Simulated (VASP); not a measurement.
# Mg2Si (Fm-3m) in VASP: notebook

One crystal, Mg2Si, is run at these levels: r2SCAN; tasks: relaxation of cell and atoms, electrostatic potential.

Program: VASP 6.6.1. These are calculated values, not measurements. Logs are shortened: lines on timing, memory, paths and dates and some standing lists are left out, and cuts for length are marked.

## 1. The crystal as given

It takes space group Fm-3m (No. 225, cubic). The conventional cell has a = 6.330 Å, b = 6.330 Å, c = 6.330 Å, α = 90.00°, β = 90.00°, γ = 90.00°. Si (site symmetry m-3m) has 8 Mg at 2.74 Å as nearest neighbours. Mg (site symmetry -43m) is surrounded by 4 Si at 2.74 Å.

The cell was built by a generator and needn't be a form met in nature.

## 2. Relaxation of cell and atoms, r2SCAN

INCAR reads:

```
PREC     = Accurate       # precision mode
ENCUT    = 600            # plane-wave cutoff, eV
EDIFF    = 1E-6           # SCF threshold, eV
ISMEAR   = 0              # smearing method
SIGMA    = 0.02           # smearing width, eV
LREAL    = False          # projectors in reciprocal space
LASPH    = True           # aspherical terms in the spheres
NELM     = 120            # most SCF steps
ALGO     = Normal         # electronic algorithm
ISIF     = 3              # what is computed and relaxed
LWAVE    = False          # write WAVECAR
LCHARG   = False          # write CHGCAR
METAGGA  = R2SCAN         # meta-GGA
LMIXTAU  = True         
IBRION   = 2              # ionic algorithm
NSW      = 40             # ionic steps
EDIFFG   = -0.005         # ionic threshold
```

KPOINTS reads:

```
Automatic mesh
0
Gamma
  8 8 8
```

POSCAR reads:

```
Mg2Si
1.0
    0.0000000000      3.1650000000      3.1650000000
    3.1650000000      0.0000000000      3.1650000000
    3.1650000000      3.1650000000      0.0000000000
Si Mg
1 2
Direct
    0.0000000000      0.0000000000      0.0000000000
    0.2500000000      0.2500000000      0.2500000000
    0.7500000000      0.7500000000      0.7500000000
```

Potentials or basis: VASP PAW PBE potentials, release 64 (Si, Mg).

Launch:

```
$ cat potpaw_PBE.64/Si/POTCAR potpaw_PBE.64/Mg/POTCAR > POTCAR
$ mpirun -np 1 vasp_std > vasp.out
```

OUTCAR:

```text
PREC = Accurate
   ENCUT = 600
   EDIFF = 1E-6
   ISMEAR = 0
   LREAL = False
   LASPH = True
   NELM = 120
   ISIF = 3
   METAGGA = R2SCAN
   IBRION = 2
   NSW = 40
   EDIFFG = -0.005

 ion  position               nearest neighbor table
   1  0.000  0.000  0.000-   3 2.74   3 2.74   3 2.74   2 2.74   3 2.74   2 2.74   2 2.74   2 2.74

   2  0.250  0.250  0.250-   1 2.74   1 2.74   1 2.74   1 2.74   3 3.17   3 3.17   3 3.17   3 3.17
                             3 3.17   3 3.17
   3  0.750  0.750  0.750-   1 2.74   1 2.74   1 2.74   1 2.74   2 3.17   2 3.17   2 3.17   2 3.17
                             2 3.17   2 3.17

  LATTYP: Found a face centered cubic cell.
 ALAT       =     6.3300000000

  Lattice vectors:

 A1 = (   0.0000000000,   3.1650000000,   3.1650000000)
 A2 = (   3.1650000000,   0.0000000000,   3.1650000000)
 A3 = (   3.1650000000,   3.1650000000,   0.0000000000)

Analysis of symmetry for initial positions (statically):
=====================================================================
 Subroutine PRICEL returns:
 Original cell was already a primitive cell.

 Routine SETGRP: Setting up the symmetry group for a
 face centered cubic supercell.

 Subroutine GETGRP returns: Found 48 space group operations
 (whereof 48 operations were pure point group operations)
 out of a pool of 48 trial point group operations.

The static configuration has the point symmetry O_h .

Analysis of symmetry for dynamics (positions and initial velocities):
=====================================================================
 Subroutine PRICEL returns:
 Original cell was already a primitive cell.

 Routine SETGRP: Setting up the symmetry group for a
 face centered cubic supercell.

 Subroutine GETGRP returns: Found 48 space group operations
 (whereof 48 operations were pure point group operations)
 out of a pool of 48 trial point group operations.

The dynamic configuration has the point symmetry O_h .

 Subroutine INISYM returns: Found 48 space group operations
 (whereof 48 operations are pure point group operations),
 and found     1 'primitive' translations

----------------------------------------------------------------------------------------

                                     Primitive cell

[... 156 lines left out ...]
  energy-cutoff  :      600.00
  volume of cell :       63.41
      direct lattice vectors                 reciprocal lattice vectors
     0.000000000  3.165000000  3.165000000    -0.157977883  0.157977883  0.157977883
     3.165000000  0.000000000  3.165000000     0.157977883 -0.157977883  0.157977883
     3.165000000  3.165000000  0.000000000     0.157977883  0.157977883 -0.157977883

 POSITION                                       TOTAL-FORCE (eV/Angst)
 -----------------------------------------------------------------------------------
      0.00000      0.00000      0.00000        -0.000000      0.000000      0.000000
      1.58250      1.58250      1.58250         0.000000     -0.000000     -0.000000
      4.74750      4.74750      4.74750        -0.000000      0.000000     -0.000000
 -----------------------------------------------------------------------------------
    total drift:                               -0.000000      0.000000     -0.000000

  FREE ENERGIE OF THE ION-ELECTRON SYSTEM (eV)
  ---------------------------------------------------
  free  energy   TOTEN  =       -17.6838948134 eV

  energy  without entropy=      -17.6838948134  energy(sigma->0) =      -17.68389481

--------------------------------------- Ionic step        2  -------------------------------------------

 number of electron       8.0000000 magnetization

 Free energy of the ion-electron system (eV)
  ---------------------------------------------------
  ext. energy  EPLUGINS =         0.00000000
  ---------------------------------------------------
  free energy    TOTEN  =       -17.68391047 eV

  energy without entropy =      -17.68391047  energy(sigma->0) =      -17.68391047

 E-fermi :   3.7113     XC(G=0):  -9.2260

 val. band max:        3.5904669861   @ k =   0.0000   0.0000   0.0000
 cond. band min:       4.0329159343   @ k =   0.5000   0.5000   0.0000
 fundamental gap:      0.4424489482
 Fermi energy:         3.7113158573

 k-point     1 :       0.0000    0.0000    0.0000
  band No.  band energies     occupation
      1      -5.9755      2.00000
      2       3.5905      2.00000
      3       3.5905      2.00000
      4       3.5905      2.00000
      5       6.1181      0.00000
      6       6.4397      0.00000
      7       6.4397      0.00000
      8       6.4397      0.00000
[... 243 lines left out ...]
 k-point    24 :      -0.3750    0.2500    0.1250
  band No.  band energies     occupation
      1      -4.1924      2.00000
      2      -0.9335      2.00000
      3       1.0522      2.00000
      4       2.0626      2.00000
      5       6.0569      0.00000
      6       6.3981      0.00000
      7       8.5570      0.00000
      8       9.1415      0.00000

 [... further k-points ...]

------------------------ aborting loop because EDIFF is reached ----------------------------------------

  FORCE on cell =-STRESS in cart. coord.  units (eV):
  Direction    XX          YY          ZZ          XY          YZ          ZX
  --------------------------------------------------------------------------------------
  -------------------------------------------------------------------------------------
  Total        0.0056347      0.0056347      0.0056347     -0.0000000      0.0000000     -0.0000000
  in kB        0.1425562      0.1425562      0.1425562     -0.0000000      0.0000000     -0.0000000
  external PRESSURE =       0.1425562 kB  Pullay stress =       0.0000000 kB

 VOLUME and BASIS-vectors are now :
 -----------------------------------------------------------------------------
  energy-cutoff  :      600.00
  volume of cell :       63.33
      direct lattice vectors                 reciprocal lattice vectors
    -0.000000000  3.163654746  3.163654746    -0.158045059  0.158045059  0.158045059
     3.163654746  0.000000000  3.163654746     0.158045059 -0.158045059  0.158045059
     3.163654746  3.163654746 -0.000000000     0.158045059  0.158045059 -0.158045059

 POSITION                                       TOTAL-FORCE (eV/Angst)
 -----------------------------------------------------------------------------------
      6.32731      3.16365      3.16365        -0.000000      0.000000      0.000000
      1.58183      1.58183      1.58183         0.000000      0.000000     -0.000000
      4.74548      4.74548      4.74548        -0.000000     -0.000000     -0.000000
 -----------------------------------------------------------------------------------
    total drift:                               -0.000000     -0.000000     -0.000000

  FREE ENERGIE OF THE ION-ELECTRON SYSTEM (eV)
  ---------------------------------------------------
  free  energy   TOTEN  =       -17.6839104681 eV

  energy  without entropy=      -17.6839104681  energy(sigma->0) =      -17.68391047

 reached required accuracy - stopping structural energy minimisation
```

OSZICAR:

```text
N       E                     dE             d eps       ncg     rms          rms(c)
DAV:   1    -0.169980216688E+00   -0.16998E+00   -0.33780E+03   464   0.870E+02
DAV:   2    -0.183852248401E+02   -0.18215E+02   -0.17605E+02   672   0.753E+01
DAV:   3    -0.187420640275E+02   -0.35684E+00   -0.35684E+00   680   0.119E+01
DAV:   4    -0.187431006676E+02   -0.10366E-02   -0.10366E-02   680   0.758E-01
[... 13 lines left out ...]
   1 F= -.17683895E+02 E0= -.17683895E+02  d E =-.176839E+02
       N       E                     dE             d eps       ncg     rms          rms(c)
DAV:   1    -0.176839149687E+02   -0.20142E-04   -0.25773E-04   568   0.934E-02    0.144E-02
DAV:   2    -0.176839099176E+02    0.50511E-05   -0.29243E-05   480   0.294E-02    0.855E-03
DAV:   3    -0.176839104681E+02   -0.55058E-06   -0.65476E-06   512   0.140E-02
   2 F= -.17683910E+02 E0= -.17683910E+02  d E =-.156547E-04
```

CONTCAR:

```text
Mg2Si
   1.00000000000000
    -0.0000000000000000    3.1636547456524564    3.1636547456524564
     3.1636547456524564    0.0000000000000000    3.1636547456524564
     3.1636547456524564    3.1636547456524564   -0.0000000000000000
  Si              Mg
     1     2
Direct
     0.0000000000000000    1.0000000000000000    1.0000000000000000
     0.2500000000000000    0.2500000000000000    0.2500000000000000
     0.7500000000000000    0.7500000000000000    0.7500000000000000

  0.00000000E+00  0.00000000E+00  0.00000000E+00
  0.00000000E+00  0.00000000E+00  0.00000000E+00
  0.00000000E+00  0.00000000E+00  0.00000000E+00
```

Wall time 47 s (1 thread of Intel Xeon 6975P-C (Granite Rapids), shared host); peak memory 0.23 GiB.

Results:

| Quantity | Value |
| --- | --- |
| Free energy | -17.6839 eV |
| Relaxed volume | 21.11 Å³/atom |
| Relaxed cell | a = 4.474 Å, b = 4.474 Å, c = 4.474 Å, α = 60.00°, β = 60.00°, γ = 60.00° |
| Space group after relaxing (to 0.05 Å) | Fm-3m (No. 225) |
| Energy gained by relaxing | 0.0 meV/atom |
| Ionic steps | 2 |
| Pressure after relaxing | 0.0 GPa |
| Band gap on the k mesh | 0.44 eV, indirect (least direct gap 2.49 eV) |

Final structure:
```xyz
3
Lattice="0.0000 3.1637 3.1637 3.1637 0.0000 3.1637 3.1637 3.1637 0.0000" Properties=species:S:1:pos:R:3 pbc="T T T"
Si    6.3273    3.1637    3.1637
Mg    1.5818    1.5818    1.5818
Mg    4.7455    4.7455    4.7455
```

Levels at points of the mesh, in eV from the valence-band top:
```tsv
k point	band 1	band 2	band 3	band 4	band 5	band 6	band 7	band 8
(0.00, 0.00, 0.00)	-9.57	0.00	0.00	0.00	2.53	2.85	2.85	2.85
(0.50, 0.00, 0.00)	-8.06	-4.93	-0.74	-0.74	1.76	2.83	2.83	5.65
(0.50, 0.50, 0.00)	-7.47	-4.57	-2.05	-2.05	0.44	0.76	8.72	8.72
```

Caveat: the PAW data sets were made with another functional, which shifts forces and pressure a little.

## 3. Electrostatic potential, r2SCAN

INCAR reads:

```
ALGO = Normal
EDIFF = 1E-6
ENCUT = 520
ISIF = 2
ISMEAR = 0
LASPH = True
LCHARG = True
LMIXTAU = True
LREAL = False
LVHAR = True
LWAVE = False
METAGGA = R2SCAN
NELM = 100
PREC = Accurate
SIGMA = 0.02
```

KPOINTS reads:

```
k-points
0
Gamma
  8 8 8
```

POSCAR reads:

```
Mg2Si                                   
1.0
   -0.0000000000      3.1636547457      3.1636547457
    3.1636547457      0.0000000000      3.1636547457
    3.1636547457      3.1636547457     -0.0000000000
  Si              Mg            
     1     2
Direct
     0.0000000000000000    1.0000000000000000    1.0000000000000000
     0.2500000000000000    0.2500000000000000    0.2500000000000000
     0.7500000000000000    0.7500000000000000    0.7500000000000000
```

Potentials or basis: VASP PAW PBE potentials, release 64 (Si, Mg).

Launch:

```
$ cat potpaw_PBE.64/Si/POTCAR potpaw_PBE.64/Mg/POTCAR > POTCAR
$ mpirun -np 1 vasp_std > vasp.out
```

It took 37 s on 1 thread of Intel Xeon 6975P-C (Granite Rapids), shared host; peak memory 0.22 GiB.

The run converged. Its results:

```
Free energy            : -17.6837 eV
Pressure               : 0.0 GPa
Band gap on the k mesh : 0.44 eV, indirect (least direct gap 2.49 eV)
```

Levels at points of the mesh, in eV from the valence-band top:
| k point | band 1 | band 2 | band 3 | band 4 | band 5 | band 6 | band 7 | band 8 |
| --- | --- | --- | --- | --- | --- | --- | --- | --- |
| (0.00, 0.00, 0.00) | -9.57 | 0.00 | 0.00 | 0.00 | 2.53 | 2.85 | 2.85 | 2.85 |
| (0.50, 0.00, 0.00) | -8.06 | -4.93 | -0.74 | -0.74 | 1.76 | 2.83 | 2.83 | 5.65 |
| (0.50, 0.50, 0.00) | -7.47 | -4.57 | -2.05 | -2.05 | 0.44 | 0.76 | 8.72 | 8.72 |

Caveat: the PAW data sets were made with another functional, which shifts forces and pressure a little.

[end of part 1 of 2]
